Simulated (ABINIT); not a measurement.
# Quasiparticle gap of GaP (F-43m) in ABINIT, part 2 of 3

Wanted: ground state, empty states, screening and self-energy for GaP (F-43m).

ABINIT 10.8.3; PBE and many-body steps on it, plane waves. Known limits of the many-body steps: not at the basis limit; no spin-orbit coupling; coarse k mesh.

So far. Step 2 (Ground state): The gap is indirect, with the least direct gap 0.16 eV higher.

## Step 3: Bands along the symmetry lines

Level of this step: DFT, PBE, plane waves, norm-conserving pseudopotentials (ABINIT).

The cheap functional maps the bands first; the places of the edges decide which points the dearer methods must see.

run.abi reads:

```
acell 3*1.0 Angstrom
rprim 
  0.000000000000 2.725250000000 2.725250000000
  2.725250000000 0.000000000000 2.725250000000
  2.725250000000 2.725250000000 0.000000000000
ntypat 2
znucl 31 15
natom 2
typat 1 2
xred 
  0.000000000000 0.000000000000 0.000000000000
  0.250000000000 0.250000000000 0.250000000000
pp_dirpath "pseudos"
pseudos "Ga.upf, P.upf"
ecut 45
iscf -2
irdden 1
kptopt 0
nkpt 50
kpt 
  0.00000000 0.00000000 0.00000000
  -0.06250000 -0.06250000 0.00000000
  -0.12500000 -0.12500000 0.00000000
  -0.18750000 -0.18750000 0.00000000
  -0.25000000 -0.25000000 0.00000000
  -0.31250000 -0.31250000 0.00000000
  -0.37500000 -0.37500000 0.00000000
  -0.43750000 -0.43750000 0.00000000
  -0.50000000 -0.50000000 0.00000000
  -0.48437500 -0.48437500 0.03125000
  -0.46875000 -0.46875000 0.06250000
  -0.45312500 -0.45312500 0.09375000
  -0.43750000 -0.43750000 0.12500000
  -0.42187500 -0.42187500 0.15625000
  -0.40625000 -0.40625000 0.18750000
  -0.39062500 -0.39062500 0.21875000
  -0.37500000 -0.37500000 0.25000000
  -0.37500000 0.00000000 0.37500000
  -0.32812500 0.00000000 0.32812500
  -0.28125000 0.00000000 0.28125000
  -0.23437500 0.00000000 0.23437500
  -0.18750000 0.00000000 0.18750000
  -0.14062500 0.00000000 0.14062500
  -0.09375000 0.00000000 0.09375000
  -0.04687500 0.00000000 0.04687500
  0.00000000 0.00000000 0.00000000
  0.00000000 0.00000000 0.06250000
  0.00000000 0.00000000 0.12500000
  0.00000000 0.00000000 0.18750000
  0.00000000 0.00000000 0.25000000
  0.00000000 0.00000000 0.31250000
  0.00000000 0.00000000 0.37500000
  0.00000000 0.00000000 0.43750000
  -0.00000000 -0.00000000 0.50000000
  -0.06250000 -0.03125000 0.46875000
  -0.12500000 -0.06250000 0.43750000
  -0.18750000 -0.09375000 0.40625000
  -0.25000000 -0.12500000 0.37500000
  -0.31250000 -0.15625000 0.34375000
  -0.37500000 -0.18750000 0.31250000
  -0.43750000 -0.21875000 0.28125000
  -0.50000000 -0.25000000 0.25000000
  -0.50000000 -0.28125000 0.21875000
  -0.50000000 -0.31250000 0.18750000
  -0.50000000 -0.34375000 0.15625000
  -0.50000000 -0.37500000 0.12500000
  -0.50000000 -0.40625000 0.09375000
  -0.50000000 -0.43750000 0.06250000
  -0.50000000 -0.46875000 0.03125000
  -0.50000000 -0.50000000 0.00000000
istwfk *1
nband 20
nbdbuf 2
tolwfr 1e-08
nstep 40
prtwf 0
prtvol 0
indata_prefix "in"
outdata_prefix "out"
tmpdata_prefix "tmp"
```

Launch:

```sh
> OMP_NUM_THREADS=1 mpirun -n 4 abinit run.abi > log
```

Numbers of over 12 decimals in the logs are rounded to 6 here.

Output:

```text
.Version 10.8.3 of ABINIT. v10.8.2 released Aug 2026.

 Symmetries : space group F-4 3 m (#216); Bravais cF (face-center cubic)
[... echo of the input left out ...]
== DATASET  1 ==================================================================
-   mpi_nproc: 4, omp_nthreads: 1 (-1 if OMP is not activated)

--- !DatasetInfo
iteration_state: {dtset: 1, }
dimensions: {natom: 2, nkpt: 50, mband: 20, nsppol: 1, nspinor: 1, nspden: 1, mpw: 3972, }
cutoff_energies: {ecut:  45.0, pawecutdg:  -1.0, }
electrons: {nelect:   2.60000000E+01, charge:   0.00000000E+00, occopt:   1.00000000E+00, tsmear:   1.00000000E-02, }

 Real(R)+Recip(G) space primitive vectors, cartesian coordinates (Bohr,Bohr^-1):
 R(1)=  0.0000000  5.1499761  5.1499761  G(1)= -0.0970878  0.0970878  0.0970878
 R(2)=  5.1499761  0.0000000  5.1499761  G(2)=  0.0970878 -0.0970878  0.0970878
 R(3)=  5.1499761  5.1499761  0.0000000  G(3)=  0.0970878  0.0970878 -0.0970878
 Unit cell volume ucvol=  2.7317795E+02 bohr^3
 Angles (23,13,12)=  6.00000000E+01  6.00000000E+01  6.00000000E+01 degrees

 getcut: wavevector=  0.0000  0.0000  0.0000  ngfft=  45  45  45
         ecut(hartree)=     45.000   => boxcut(ratio)=   2.00060

--- Pseudopotential description ------------------------------------------------
- Ga Generated using ONCVPSP code by D. R. Hamann
- 31.00000  21.00000  171031                  znucl, zion, pspdat
12 -101130 2 -1 1902                          pspcod,pspxc,lmax,lloc,mmax
     nproj     2     2     2
  pspatm : epsatm=   21.85474337
         --- l  ekb(1:nproj) -->
             0    4.962806   -1.220223
             1   -5.679278   -1.350476
             2  -10.596651   -3.839775
 pspatm: atomic psp has been read  and splines computed

- P Generated using ONCVPSP code by D. R. Hamann
- 15.00000   5.00000  171031                  znucl, zion, pspdat
12 -101130 2 -1 1298                          pspcod,pspxc,lmax,lloc,mmax
     nproj     2     2     2
  pspatm : epsatm=    8.05910421
         --- l  ekb(1:nproj) -->
[...]
pspatm: atomic psp has been read  and splines computed

--------------------------------------------------------------------------------

================================================================================
 prteigrs : about to open file out_EIG
 Non-SCF case, kpt    1 (  0.00000  0.00000  0.00000), residuals and eigenvalues=
  6.91E-09  2.22E-09  8.67E-09  5.58E-09  5.12E-09  7.70E-09  3.84E-09  4.41E-09
  7.45E-09  2.93E-09  4.78E-09  4.19E-09  8.11E-09  1.40E-09  6.39E-09  7.15E-09
  8.54E-09  4.91E-09  7.84E-08  1.24E-07
 -5.0846E+00 -3.2712E+00 -3.2712E+00 -3.2712E+00 -3.4294E-01 -3.4294E-01
 -3.4294E-01 -3.3967E-01 -3.3967E-01 -2.6715E-01  1.9210E-01  1.9210E-01
  1.9210E-01  2.5859E-01  3.3486E-01  3.3486E-01  3.3486E-01  5.1575E-01
  5.4973E-01  5.4973E-01
 Non-SCF case, kpt    2 ( -0.06250 -0.06250  0.00000), residuals and eigenvalues=
[...]
5.2989E-01  5.5194E-01
 Non-SCF case, kpt    3 ( -0.12500 -0.12500  0.00000), residuals and eigenvalues=
[...]
7.02E-09  4.31E-09  1.29E-08  1.18E-08
[...]
5.5857E-01  5.6209E-01
[...]
Non-SCF case, kpt   49 ( -0.50000 -0.46875  0.03125), residuals and eigenvalues=
[...]
6.3923E-01  6.6958E-01
 Non-SCF case, kpt   50 ( -0.50000 -0.50000  0.00000), residuals and eigenvalues=
[...]
-3.4109E-01 -3.4109E-01 -3.3915E-01 -1.5816E-01 -5.6371E-02  9.3427E-02
  9.3427E-02  2.5283E-01  2.5900E-01  5.8069E-01  5.8069E-01  6.0294E-01
  6.4434E-01  6.6619E-01

--- !ResultsGS
iteration_state: {dtset: 1, }
comment   : Summary of ground state results
lattice_vectors:
- [  0.0000000,   5.1499761,   5.1499761, ]
- [  5.1499761,   0.0000000,   5.1499761, ]
- [  5.1499761,   5.1499761,   0.0000000, ]
lattice_lengths: [   7.28317,    7.28317,    7.28317, ]
lattice_angles: [ 60.000,  60.000,  60.000, ] # degrees, (23, 13, 12)
lattice_volume:   2.7317795E+02
convergence: {deltae:  0.000E+00, res2:  0.000E+00, residm:  9.970E-09, diffor:  0.000E+00, }
etotal    :  -2.55266234E+02
entropy   :   0.00000000E+00
fermie    :   1.92100448E-01
cartesian_stress_tensor: null
pressure_GPa: null
xred      :
- [  0.0000E+00,   0.0000E+00,   0.0000E+00, Ga]
- [  2.5000E-01,   2.5000E-01,   2.5000E-01,  P]
cartesian_forces: null
force_length_stats: {min: null, max: null, mean: null, }

 Integrated electronic density in atomic spheres:
 ------------------------------------------------
 Atom  Sphere_radius  Integrated_density
[...]
================================================================================

 ----iterations are completed or convergence reached----

 Mean square residual over all n,k,spin=   51.999E-10; max=  99.702E-10
 reduced coordinates (array xred) for    2 atoms
       0.000000000000      0.000000000000      0.000000000000
       0.250000000000      0.250000000000      0.250000000000

 cartesian coordinates (angstrom) at end:
[...]
length scales=  1.889726125908  1.889726125908  1.889726125908 bohr
              =  1.000000000000  1.000000000000  1.000000000000 angstroms
 prteigrs : about to open file out_EIG
 Eigenvalues (hartree) for nkpt=  50  k points:
 kpt#   1, nband= 20, wtk=  1.00000, kpt=  0.0000  0.0000  0.0000 (reduced coord)
[...]
kpt#   2, nband= 20, wtk=  1.00000, kpt= -0.0625 -0.0625  0.0000 (reduced coord)
[...]
kpt#   3, nband= 20, wtk=  1.00000, kpt= -0.1250 -0.1250  0.0000 (reduced coord)
[...]
kpt#  49, nband= 20, wtk=  1.00000, kpt= -0.5000 -0.4687  0.0313 (reduced coord)
[...]
0.57482    0.60607    0.63923    0.66958
 kpt#  50, nband= 20, wtk=  1.00000, kpt= -0.5000 -0.5000  0.0000 (reduced coord)
  -5.08463   -3.27133   -3.27132   -3.27132   -0.34766   -0.34115   -0.34109   -0.34109
  -0.33915   -0.15816   -0.05637    0.09343    0.09343    0.25283    0.25900    0.58069
   0.58069    0.60294    0.64434    0.66619

== END DATASET(S) ==============================================================
================================================================================

 -outvars: echo values of variables after computation  --------
            nband          20
             nkpt          50
          spgroup         216
 [... the other variables as echoed above ...]

 Calculation completed.
```

It took 22 s on 4 MPI ranks of Arm Neoverse V1, shared host; peak memory 0.31 GiB; 88 s of CPU time.

This step gave:

* gap: 1.592 eV
* k of the valence top: 0, 0, 0
* k of the conduction bottom: -0.4375, -0.4375, 0
* least direct gap: 1.809 eV

The gap is 1.592 eV, −0.061 eV from the run before at this level.

The electronic bands at the labelled points (eV, zero at the top of the highest filled band):

```csv
point,band 10,band 11,band 12,band 13,band 14,band 15,band 16,band 17
Γ,-12.50,0.00,0.00,0.00,1.81,3.88,3.88,3.88
halfway,-11.46,-3.68,-1.68,-1.68,2.18,3.72,6.74,6.74
X,-9.53,-6.76,-2.68,-2.68,1.65,1.82,10.57,10.57
halfway,-9.51,-6.71,-3.24,-2.57,1.84,2.75,9.51,9.66
U,-9.57,-6.55,-3.94,-2.26,2.19,4.80,8.23,8.25
jump to K,-9.57,-6.55,-3.94,-2.26,2.19,4.80,8.23,8.25
halfway,-11.36,-4.25,-2.45,-0.67,3.28,4.99,5.00,5.86
Γ,-12.50,0.00,0.00,0.00,1.81,3.88,3.88,3.88
halfway,-11.72,-3.88,-0.66,-0.66,2.15,4.74,4.74,6.34
L,-10.43,-6.64,-1.12,-1.12,1.66,4.72,4.72,8.28
halfway,-10.03,-6.42,-3.20,-1.94,3.45,4.30,6.45,7.91
W,-9.44,-6.56,-3.58,-3.42,4.70,4.86,6.10,6.15
halfway,-9.49,-6.67,-3.17,-3.09,2.77,2.94,8.49,8.58
X,-9.53,-6.76,-2.68,-2.68,1.65,1.82,10.57,10.57
```

The electronic bands as a text plot (rows in eV, shown from -8.0 to 7.5 only):

```
    7.2 |    +             +                 ++         +   +
    6.5 |     ++            ++              +         ++ + +
    5.9 |    +             ++++++++                  +  +++
    5.2 |                     +++  ++      +        +    +
    4.6 |  ++            ++      ++      +++++++++++++++++++
    3.9 |++  +++                   ++++++++            ++   +
    3.3 |  ++   ++      +     +++++                  ++
    2.6 | +  +    +    +   +++     ++    +++        +        ++
    2.0 |+    ++++ ++++++++          ++++   +++++ ++          +++
    1.4 |         ++++                           +
    0.7 |
    0.1 |**                        ********
   -0.6 | ***                   ******  *  ****
   -1.2 |    *              ****               ******
   -1.9 |  ** ****         *     ****    **         ***
   -2.5 |    *    *********     *          *         * **      **
   -3.2 |             ***     ** **                   *  ******
   -3.8 |     **         *****              *          *****
   -4.5 |       **              *
   -5.1 |                     **             **
   -5.7 |         *         **                 *
   -6.4 |          **  *****                    ***************
   -7.0 |            **                                        **
   -7.7 |
         Γ           X  U|K            Γ         L        W     X
```

## Step 4: Empty states on the mesh, 4×4×4 mesh, 169 bands

The sums over transitions need many empty states on a uniform mesh; this step solves for them.

run.abi reads:

```
acell 3*1.0 Angstrom
rprim 
  0.000000000000 2.725250000000 2.725250000000
  2.725250000000 0.000000000000 2.725250000000
  2.725250000000 2.725250000000 0.000000000000
ntypat 2
znucl 31 15
natom 2
typat 1 2
xred 
  0.000000000000 0.000000000000 0.000000000000
  0.250000000000 0.250000000000 0.250000000000
pp_dirpath "pseudos"
pseudos "Ga.upf, P.upf"
ecut 45
ngkpt 4 4 4
nshiftk 1
shiftk 0 0 0
kptopt 1
chksymbreak 0
irdden 1
istwfk *1
nband 169
prtvol 0
optdriver 6
gwr_task "HDIAGO"
paral_kgb 0
occopt 1
indata_prefix "in"
outdata_prefix "out"
tmpdata_prefix "tmp"
```

Output:

```text
[banner, memory and clock lines left out]
.Version 10.8.3 of ABINIT. v10.8.2 released Aug 2026.

 Symmetries : space group F-4 3 m (#216); Bravais cF (face-center cubic)
[... echo of the input left out ...]
== DATASET  1 ==================================================================
-   mpi_nproc: 4, omp_nthreads: 1 (-1 if OMP is not activated)

--- !DatasetInfo
iteration_state: {dtset: 1, }
dimensions: {natom: 2, nkpt: 8, mband: 169, nsppol: 1, nspinor: 1, nspden: 1, mpw: 3972, }
cutoff_energies: {ecut:  45.0, pawecutdg:  -1.0, }
electrons: {nelect:   2.60000000E+01, charge:   0.00000000E+00, occopt:   1.00000000E+00, tsmear:   1.00000000E-02, }

.Using double precision arithmetic; gwpc =  8

- Reading GS density from: in_DEN

--- Pseudopotential description ------------------------------------------------
- Ga Generated using ONCVPSP code by D. R. Hamann
- 31.00000  21.00000  171031                  znucl, zion, pspdat
12 -101130 2 -1 1902                          pspcod,pspxc,lmax,lloc,mmax
     nproj     2     2     2
  pspatm : epsatm=   21.85474337
         --- l  ekb(1:nproj) -->
             0    4.962806   -1.220223
             1   -5.679278   -1.350476
             2  -10.596651   -3.839775
 pspatm: atomic psp has been read  and splines computed

- P Generated using ONCVPSP code by D. R. Hamann
- 15.00000   5.00000  171031                  znucl, zion, pspdat
12 -101130 2 -1 1298                          pspcod,pspxc,lmax,lloc,mmax
     nproj     2     2     2
  pspatm : epsatm=    8.05910421
         --- l  ekb(1:nproj) -->
             0    6.598722    1.052341
             1    3.369366    0.884600
             2   -3.154982   -0.827415
 pspatm: atomic psp has been read  and splines computed

   7.77760037E+02                                ecore*ucvol(ha*bohr**3)

 Total charge density [el/Bohr^3]
)     Maximum=    6.4635E+00  at reduced coord.    0.0444    0.9333    0.9778
)     Minimum=    2.0638E-03  at reduced coord.    0.2444    0.2444    0.2444
   Integrated=    2.6000E+01

 === KS gaps after direct diagonalization ===
 Indirect band gap semiconductor
 Fundamental gap:     1.652 (eV)
   VBM:     5.227 (eV) at k: [ 0.0000E+00,  0.0000E+00,  0.0000E+00]
   CBM:     6.880 (eV) at k: [ 5.0000E-01,  5.0000E-01,  0.0000E+00]
 Direct gap:         1.809 (eV) at k: [ 0.0000E+00,  0.0000E+00,  0.0000E+00]

== END DATASET(S) ==============================================================

 -outvars: echo values of variables after computation  --------
           etotal      0.0000000000E+00
            nband         169
             nkpt           8
          spgroup         216
 [... the other variables as echoed above ...]

 Calculation completed.
```

Run time: 1.7 min. Hardware: 4 MPI ranks; peak memory 3.6 GiB; 6.8 min of CPU time.

Numbers from this step:

```
gap                                                           : 1.652 eV
k of the valence top                                          : 0, 0, 0
k of the conduction bottom                                    : 0.5, 0.5, 0
least direct gap                                              : 1.809 eV
k points computed                                             : 8
lowest point of the top converged band, above the valence top : 125.8280 eV
```

On this mesh the gap is 1.652 eV.

## Step 5: Screening, 4×4×4 mesh, 161 bands, screening to 195.9 eV

The RPA dielectric matrix is built and inverted for each q.

This step: RPA screening on PBE, plane waves, norm-conserving pseudopotentials.

Edit run.abi of step 4 so:

```diff
@@ -20,10 +20,11 @@
 chksymbreak 0
-irdden 1
 istwfk *1
-nband 169
-prtvol 0
-optdriver 6
-gwr_task "HDIAGO"
-paral_kgb 0
 occopt 1
+irdwfk 1
+optdriver 3
+nband 161
+ecuteps 7.2
+inclvkb 2
+awtr 1
+symchi 1
 indata_prefix "in"
```

Output:

```text
.Version 10.8.3 of ABINIT. v10.8.2 released Aug 2026.

 Symmetries : space group F-4 3 m (#216); Bravais cF (face-center cubic)
[... echo of the input left out ...]
== DATASET  1 ==================================================================
-   mpi_nproc: 4, omp_nthreads: 1 (-1 if OMP is not activated)

--- !DatasetInfo
iteration_state: {dtset: 1, }
dimensions: {natom: 2, nkpt: 8, mband: 161, nsppol: 1, nspinor: 1, nspden: 1, mpw: 3972, }
cutoff_energies: {ecut:  45.0, pawecutdg:  -1.0, }
electrons: {nelect:   2.60000000E+01, charge:   0.00000000E+00, occopt:   1.00000000E+00, tsmear:   1.00000000E-02, }

 SCREENING: Calculation of the susceptibility and dielectric matrices

 Based on a program developped by R.W. Godby, V. Olevano, G. Onida, and L. Reining.
 Incorporated in ABINIT by V. Olevano, G.-M. Rignanese, and M. Torrent.
.Using double precision arithmetic ; gwpc =  8

[... cell and pseudopotentials left out ...]
--------------------------------------------------------------------------------

 ==== K-mesh for the wavefunctions ====
 Number of points in the irreducible wedge :     8
[... list of points left out ...]
 Together with 24 symmetry operations and time-reversal symmetry
 yields    64 points in the full Brillouin Zone.

 ==== Q-mesh for the screening function ====
 Number of points in the irreducible wedge :     8
[... list of points left out ...]
 Together with 24 symmetry operations and time-reversal symmetry
 yields    64 points in the full Brillouin Zone.

 setmesh: FFT mesh size selected  =    32x   32x   32
          total number of points  =        32768

 vcoul_init : cutoff-mode = AUXILIARY_FUNCTION
 q-points for optical limit:   1
     1)      0.000010    0.000020    0.000030

- screening: taking advantage of time-reversal symmetry
- Maximum band index for partially occupied states nbvw = 13
- Remaining bands to be divided among processors   nbcw = 148
- Number of bands treated by each node ~37

 Number of electrons calculated from density =   26.0000; Expected =   26.0000
 average of density, n =  0.095176
 r_s =    1.3587
 omega_plasma =   29.7591 [eV]

 calculating chi0 at frequencies [eV] :
  1    0.000000E+00    0.000000E+00
  2    0.000000E+00    2.975908E+01

--------------------------------------------------------------------------------
  q-point number  1        q = ( 0.000000, 0.000000, 0.000000) [r.l.u.]
--------------------------------------------------------------------------------
[... chi0 elements left out ...]
 For q-point:  0.000010 0.000020 0.000030
  dielectric constant =  18.1480
  dielectric constant without local fields =  19.7217

  Average fulfillment of the sum rule on Im[epsilon] for q-point    1 :     54.76  [%]
[... wings left out ...]
  q-point number  2        q = ( 0.250000, 0.000000, 0.000000) [r.l.u.]
--------------------------------------------------------------------------------
[... chi0 elements left out ...]
  Average fulfillment of the sum rule on Im[epsilon] for q-point    2 :     61.14  [%]

 [... 6 further q-points ...]
```

The job ended after 61 s (4 MPI ranks; peak memory 1.3 GiB; 4 min of CPU time).

This step gave:

| Item | Value |
| --- | --- |
| ε∞ with local fields, on this mesh, along the program's q direction | 18.15 |
| the same without local fields | 19.72 |
| plasma frequency | 29.76 eV |
| plane waves in the screening matrix | 259 |

Local fields lower ε∞ by 8 %. On a Γ-centred mesh this coarse the value itself is usually too large, while a short band sum pulls it down.

[end of part 2 of 3]

[Paths, hosts, dates, memory and timing lines, banners, echoed tables and standing remarks are left out of the program output.]

[Logs are printed without paths, hosts, clocks, repeated set-up lines and the standing remarks that a program may print on its own settings, such as how far it seeks lower states.]

[Runs of the session that timed out or met a known fault of the program may be left out.]

[Hosts, paths, dates, database ids (printed as entryN), source tags and the programs' standing remarks are cut or masked in the printed files.]

[G0W0 gaps are taken among the corrected bands and points alone; a level outside them can change the order at an edge.]

[Where Ansatz stands beside ABINIT at settings called matched, ABINIT's density can come from a denser mesh and the files from another edition; pairs whose starting gaps differed by over 0.03 eV were left out, so agreement reads better than it is.]
